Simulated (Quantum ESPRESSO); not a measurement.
# ZrB2 (P6/mmm) in Quantum ESPRESSO: convergence with k mesh

Aim: find how far k mesh must go before the results for ZrB2 settle, at PBE. This setting moves, with any that are tied to it; all else stays.

Everything below comes from runs of Quantum ESPRESSO 7.5. Logs are shortened: lines on timing, memory, paths and dates and some standing lists are left out, and cuts for length are marked.

## 1. Starting point

Symmetry: P6/mmm, No. 191, hexagonal system. Conventional cell: a = 3.170 Å, b = 3.170 Å, c = 3.533 Å, α = 90.00°, β = 90.00°, γ = 120.00°. Zr (site symmetry 6/mmm) has 12 B at 2.54 Å as nearest neighbours. B (site symmetry -6m2) is surrounded by 3 B at 1.83 Å.

## 2. With k mesh 2 × 2 × 1

pw.in

```
&CONTROL
  calculation = 'scf'
  prefix = 'pwscf'
  outdir = './tmp'
  pseudo_dir = './pseudo'
  tprnfor = .true.
  tstress = .true.
  disk_io = 'nowf'
/
&SYSTEM
  ibrav = 0
  nat = 3
  ntyp = 2
  ecutwfc = 45
  ecutrho = 360
  nbnd = 15
  occupations = 'smearing'
  smearing = 'mv'
  degauss = 0.00367493
/
&ELECTRONS
  conv_thr = 6d-10
  electron_maxstep = 120
  mixing_beta = 0.5
/
ATOMIC_SPECIES
Zr    91.2240 zr_pbe_v1.uspp.F.UPF
B     10.8100 b_pbe_v1.4.uspp.F.UPF
CELL_PARAMETERS angstrom
   3.1700000000    0.0000000000    0.0000000000
  -1.5850000000    2.7453005300    0.0000000000
   0.0000000000    0.0000000000    3.5330000000
ATOMIC_POSITIONS crystal
Zr     0.0000000000    0.0000000000    0.0000000000
B      0.6666666667    0.3333333333    0.5000000000
B      0.3333333333    0.6666666667    0.5000000000
K_POINTS automatic
2 2 1 0 0 0
```

Potentials or basis: GBRV 1.5 PBE.

Run with:

```
OMP_NUM_THREADS=1 pw.x -in pw.in > pw.out
```

pw.out:

```text
This program is part of the open-source Quantum ESPRESSO suite
     for quantum simulation of materials; please cite
         "P. Giannozzi et al., J. Phys.:Condens. Matter 21 395502 (2009);
         "P. Giannozzi et al., J. Phys.:Condens. Matter 29 465901 (2017);
         "P. Giannozzi et al., J. Chem. Phys. 152 154105 (2020);
     in publications or presentations arising from this work. More details at

     Message from routine setup:
     using ibrav=0 with symmetry is DISCOURAGED, use correct ibrav instead

     G-vector sticks info
     --------------------
     sticks:   dense  smooth     PW     G-vecs:    dense   smooth      PW
     Sum         889     439    127                23885     8483    1353

     Using Slab Decomposition

     bravais-lattice index     =            0
     lattice parameter (alat)  =       5.9904  a.u.
     unit-cell volume          =     207.4863 (a.u.)^3
     number of atoms/cell      =            3
     number of atomic types    =            2
     number of electrons       =        18.00
     number of Kohn-Sham states=           15
     kinetic-energy cutoff     =      45.0000  Ry
     charge density cutoff     =     360.0000  Ry
     scf convergence threshold =      6.0E-10
     mixing beta               =       0.5000
     number of iterations used =            8  plain     mixing
     Exchange-correlation=  SLA  PW   PBX  PBC
                           (   1   4   3   4   0   0   0)

     celldm(1)=   5.990432  celldm(2)=   0.000000  celldm(3)=   0.000000
     celldm(4)=   0.000000  celldm(5)=   0.000000  celldm(6)=   0.000000

     crystal axes: (cart. coord. in units of alat)
               a(1) = (   1.000000   0.000000   0.000000 )
               a(2) = (  -0.500000   0.866025   0.000000 )
               a(3) = (   0.000000   0.000000   1.114511 )

     reciprocal axes: (cart. coord. in units 2 pi/alat)
               b(1) = (  1.000000  0.577350 -0.000000 )
               b(2) = (  0.000000  1.154701  0.000000 )
               b(3) = (  0.000000 -0.000000  0.897254 )

     PseudoPot. # 1 for Zr read from file:
     zr_pbe_v1.uspp.F.UPF
     Pseudo is Ultrasoft + core correction, Zval = 12.0
     Generated by new atomic code, or converted to UPF format
     Using radial grid of  887 points,  6 beta functions with:
                l(1) =   0
                l(2) =   0
                l(3) =   1
                l(4) =   1
                l(5) =   2
                l(6) =   2
     Q(r) pseudized with  6 coefficients,  rinner =    1.200   1.200   1.200
                                                       1.200   1.200

     PseudoPot. # 2 for B  read from file:
     b_pbe_v1.4.uspp.F.UPF
     Pseudo is Ultrasoft + core correction, Zval =  3.0
     Generated by new atomic code, or converted to UPF format
     Using radial grid of  781 points,  4 beta functions with:
                l(1) =   0
                l(2) =   0
                l(3) =   1
                l(4) =   1
     Q(r) pseudized with  8 coefficients,  rinner =    1.100   1.100   1.100

     atomic species   valence    mass     pseudopotential
     Zr               12.00    91.22400     Zr( 1.00)
     B                 3.00    10.81000     B ( 1.00)

     24 Sym. Ops., with inversion, found

   Cartesian axes

     site n.     atom                  positions (alat units)
         1        Zr     tau(   1) = (   0.0000000   0.0000000   0.0000000  )
         2        B      tau(   2) = (   0.5000000   0.2886751   0.5572555  )
         3        B      tau(   3) = (  -0.0000000   0.5773503   0.5572555  )

     number of k points=     2  Marzari-Vanderbilt smearing, width (Ry)=  0.0037
                       cart. coord. in units 2pi/alat
        k(    1) = (   0.0000000   0.0000000   0.0000000), wk =   0.5000000
        k(    2) = (   0.0000000  -0.5773503   0.0000000), wk =   1.5000000

     Dense  grid:    23885 G-vectors     FFT dimensions: (  40,  40,  45)

     Smooth grid:     8483 G-vectors     FFT dimensions: (  25,  25,  30)

     Initial potential from superposition of free atoms

     starting charge      17.9973, renormalised to      18.0000

     negative rho (up, down):  5.952E-02 0.000E+00
     Starting wfcs are   21 randomized atomic wfcs

     Self-consistent Calculation

     iteration #  1     ecut=    45.00 Ry     beta= 0.50
     Davidson diagonalization with overlap
     ethr =  1.00E-02,  avg # of iterations =  2.5

     negative rho (up, down):  5.976E-02 0.000E+00

     total energy              =    -112.06683312 Ry
     estimated scf accuracy    <       0.23572164 Ry

     iteration #  2     ecut=    45.00 Ry     beta= 0.50
     Davidson diagonalization with overlap
     ethr =  1.31E-03,  avg # of iterations =  2.0

     negative rho (up, down):  6.020E-02 0.000E+00

     total energy              =    -112.13678690 Ry
     estimated scf accuracy    <       0.02405556 Ry

     iteration #  3     ecut=    45.00 Ry     beta= 0.50
     Davidson diagonalization with overlap
     ethr =  1.34E-04,  avg # of iterations =  3.0

     negative rho (up, down):  6.044E-02 0.000E+00

     total energy              =    -112.14122888 Ry
     estimated scf accuracy    <       0.00094199 Ry

     iteration #  4     ecut=    45.00 Ry     beta= 0.50
     Davidson diagonalization with overlap
     ethr =  5.23E-06,  avg # of iterations =  2.5

     negative rho (up, down):  6.040E-02 0.000E+00

     total energy              =    -112.14132428 Ry
     estimated scf accuracy    <       0.00006419 Ry

     iteration #  5     ecut=    45.00 Ry     beta= 0.50
     Davidson diagonalization with overlap
     ethr =  3.57E-07,  avg # of iterations =  2.0

     negative rho (up, down):  6.037E-02 0.000E+00

     total energy              =    -112.14133538 Ry
     estimated scf accuracy    <       0.00000337 Ry

     iteration #  6     ecut=    45.00 Ry     beta= 0.50
     Davidson diagonalization with overlap
     ethr =  1.87E-08,  avg # of iterations =  3.0

     negative rho (up, down):  6.035E-02 0.000E+00

     total energy              =    -112.14133633 Ry
     estimated scf accuracy    <       0.00000021 Ry

     iteration #  7     ecut=    45.00 Ry     beta= 0.50
     Davidson diagonalization with overlap
     ethr =  1.16E-09,  avg # of iterations =  2.0

     negative rho (up, down):  6.035E-02 0.000E+00

     total energy              =    -112.14133638 Ry
     estimated scf accuracy    <          4.8E-09 Ry

     iteration #  8     ecut=    45.00 Ry     beta= 0.50
     Davidson diagonalization with overlap
     ethr =  2.65E-11,  avg # of iterations =  2.5

     negative rho (up, down):  6.035E-02 0.000E+00

     End of self-consistent calculation

          k = 0.0000 0.0000 0.0000 (  1083 PWs)   bands (ev):

   -32.6406 -10.6781 -10.3602 -10.3602   3.2529  13.2480  13.2480  13.3032
    13.4283  19.4335  19.4335  20.0212  20.0212  20.5852  21.2857

          k = 0.0000-0.5774 0.0000 (  1050 PWs)   bands (ev):

   -32.5209 -11.3180 -10.5779 -10.4974   7.0505   7.4379  11.9448  12.9579
    13.2539  17.9844  18.3070  20.7557  20.9976  22.2195  23.6153

     the Fermi energy is    16.9583 ev

!    total energy              =    -112.14133638 Ry
     estimated scf accuracy    <          5.4E-10 Ry
     smearing contrib. (-TS)   =       0.00000000 Ry
     internal energy E=F+TS    =    -112.14133638 Ry

     The total energy is F=E-TS. E is the sum of the following terms:
     one-electron contribution =      -3.99794455 Ry
     hartree contribution      =      12.38364423 Ry
     xc contribution           =     -23.93624810 Ry
     ewald contribution        =     -96.59078797 Ry

     convergence has been achieved in   8 iterations

     negative rho (up, down):  6.035E-02 0.000E+00

     Forces acting on atoms (cartesian axes, Ry/au):

     atom    1 type  1   force =     0.00000000    0.00000000    0.00000000
     atom    2 type  2   force =    -0.00000000   -0.00000000    0.00000000
     atom    3 type  2   force =     0.00000000    0.00000000   -0.00000000

     Total force =     0.000000     Total SCF correction =     0.000000

     Computing stress (Cartesian axis) and pressure

     negative rho (up, down):  6.035E-02 0.000E+00
          total   stress  (Ry/bohr**3)                   (kbar)     P=     -113.71
  -0.00219416  -0.00000000   0.00000000         -322.77       -0.00        0.00
  -0.00000000  -0.00219416   0.00000000           -0.00     -322.77        0.00
   0.00000000   0.00000000   0.00206942            0.00        0.00      304.42

=------------------------------------------------------------------------------=
   JOB DONE.
=------------------------------------------------------------------------------=
```

Wall time 3.5 s (1 thread of Arm Neoverse V1, shared host); peak memory 0.12 GiB.

What came out:

* Free energy: -1525.7606 eV
* Pressure: -11.4 GPa
* Band gap on the k mesh: 4.56 eV, indirect (least direct gap 4.73 eV)

## 3. With k mesh 3 × 3 × 2

Edit pw.in of step 2 so:

```diff
@@ -37,2 +37,2 @@
 K_POINTS automatic
-2 2 1 0 0 0
+3 3 2 0 0 0
```

Potentials or basis: GBRV 1.5 PBE.

Run with:

```
OMP_NUM_THREADS=1 pw.x -in pw.in > pw.out
```

It took 4.2 s on 1 thread of Arm Neoverse V1, shared host; peak memory 0.12 GiB.

Results:

| Item | Value |
| --- | --- |
| Free energy | -1526.1171 eV |
| Pressure | 0.0 GPa |
| Band gap on the k mesh | none (metal or under the smearing width) |

## 4. With k mesh 4 × 4 × 4

Edit pw.in of step 3 so:

```diff
@@ -37,2 +37,2 @@
 K_POINTS automatic
-3 3 2 0 0 0
+4 4 4 0 0 0
```

Run with:

```
OMP_NUM_THREADS=1 pw.x -in pw.in > pw.out
```

Run time: 5.8 s. Hardware: 1 thread of Arm Neoverse V1, shared host; peak memory 0.12 GiB.

What came out:

* Free energy: -1526.0498 eV
* Pressure: 0.6 GPa
* Band gap on the k mesh: none (metal or under the smearing width)

## 5. With k mesh 6 × 6 × 5

Edit pw.in of step 4 so:

```diff
@@ -37,2 +37,2 @@
 K_POINTS automatic
-4 4 4 0 0 0
+6 6 5 0 0 0
```

Run with:

```
OMP_NUM_THREADS=1 pw.x -in pw.in > pw.out
```

Run time: 6.8 s. Hardware: 1 thread of Arm Neoverse V1, shared host; peak memory 0.12 GiB.

What came out:

```
Free energy            : -1526.0250 eV
Pressure               : 0.8 GPa
Band gap on the k mesh : none (metal or under the smearing width)
```

## 6. With k mesh 8 × 8 × 6

Edit pw.in of step 5 so:

```diff
@@ -37,2 +37,2 @@
 K_POINTS automatic
-6 6 5 0 0 0
+8 8 6 0 0 0
```

Potentials or basis: GBRV 1.5 PBE.

Run with:

```
OMP_NUM_THREADS=1 pw.x -in pw.in > pw.out
```

Wall time 10 s (1 thread of Arm Neoverse V1, shared host); peak memory 0.13 GiB.

Results (log left out):

```yaml
Free_energy: -1526.0710 eV
Pressure: 0.6 GPa
Band_gap_on_the_k_mesh: none (metal or under the smearing width)
```

## 7. With k mesh 9 × 9 × 7

Edit pw.in of step 6 so:

```diff
@@ -37,2 +37,2 @@
 K_POINTS automatic
-8 8 6 0 0 0
+9 9 7 0 0 0
```

Run with:

```
OMP_NUM_THREADS=1 pw.x -in pw.in > pw.out
```

It took 13 s on 1 thread of Arm Neoverse V1, shared host; peak memory 0.13 GiB.

Results (log left out):

- Free energy: -1526.0617 eV
- Pressure: 0.6 GPa
- Band gap on the k mesh: none (metal or under the smearing width)

## 8. With k mesh 10 × 10 × 8

Edit pw.in of step 7 so:

```diff
@@ -37,2 +37,2 @@
 K_POINTS automatic
-9 9 7 0 0 0
+10 10 8 0 0 0
```

Run with:

```
OMP_NUM_THREADS=1 pw.x -in pw.in > pw.out
```

It took 17 s on 1 thread of Arm Neoverse V1, shared host; peak memory 0.13 GiB.

Results (log left out):

| Item | Value |
| --- | --- |
| Free energy | -1526.0687 eV |
| Pressure | 0.6 GPa |
| Band gap on the k mesh | none (metal or under the smearing width) |

## 9. With k mesh 12 × 12 × 10

Edit pw.in of step 8 so:

```diff
@@ -37,2 +37,2 @@
 K_POINTS automatic
-10 10 8 0 0 0
+12 12 10 0 0 0
```

Potentials or basis: GBRV 1.5 PBE.

Run with:

```
OMP_NUM_THREADS=1 pw.x -in pw.in > pw.out
```

Wall time 26 s (1 thread of Arm Neoverse V1, shared host); peak memory 0.14 GiB.

The run converged. Its results:

* Free energy: -1526.0735 eV
* Pressure: 0.5 GPa
* Band gap on the k mesh: none (metal or under the smearing width)

## 10. With k mesh 14 × 14 × 11

Edit pw.in of step 9 so:

```diff
@@ -37,2 +37,2 @@
 K_POINTS automatic
-12 12 10 0 0 0
+14 14 11 0 0 0
```

Run with:

```
OMP_NUM_THREADS=1 pw.x -in pw.in > pw.out
```

Wall time 32 s (1 thread of Arm Neoverse V1, shared host); peak memory 0.15 GiB.

The run converged. Its results:

| Property | Result |
| --- | --- |
| Free energy | -1526.0713 eV |
| Pressure | 0.6 GPa |
| Band gap on the k mesh | none (metal or under the smearing width) |

## 11. Result

```
      k mesh  energy less the tightest run, at zero smearing (meV/atom)  pressure (GPa)  gap on the mesh (eV)  SCF cycles  CPU time (s)  peak memory (GiB)
   2 × 2 × 1                                                     103.57          -11.37                 4.556           8           3.5               0.12
   3 × 3 × 2                                                     -15.26           -0.04                 0.000           8           4.2               0.12
   4 × 4 × 4                                                       7.15            0.57                 0.000           9           5.8               0.12
   6 × 6 × 5                                                      15.43            0.75                 0.000           8           6.8               0.12
   8 × 8 × 6                                                       0.11            0.55                 0.000           8            10               0.13
   9 × 9 × 7                                                       3.19            0.61                 0.000           9            13               0.13
 10 × 10 × 8                                                       0.87            0.57                 0.000           9            17               0.13
12 × 12 × 10                                                      -0.73            0.54                 0.000           9            26               0.14
14 × 14 × 11                                                       0.00            0.56                 0.000           9            32               0.15
```

Against the tightest run, the energy stays within 1 meV/atom from 10 × 10 × 8 on; the pressure stays within 0.1 GPa from 8 × 8 × 6 on; the gap on the mesh stays within 0.01 eV from 3 × 3 × 2 on. Meshes of other sizes hit other points, so gaps and Fermi surfaces needn't settle smoothly. The tightest run that finished is the yardstick and may itself not be fully converged.
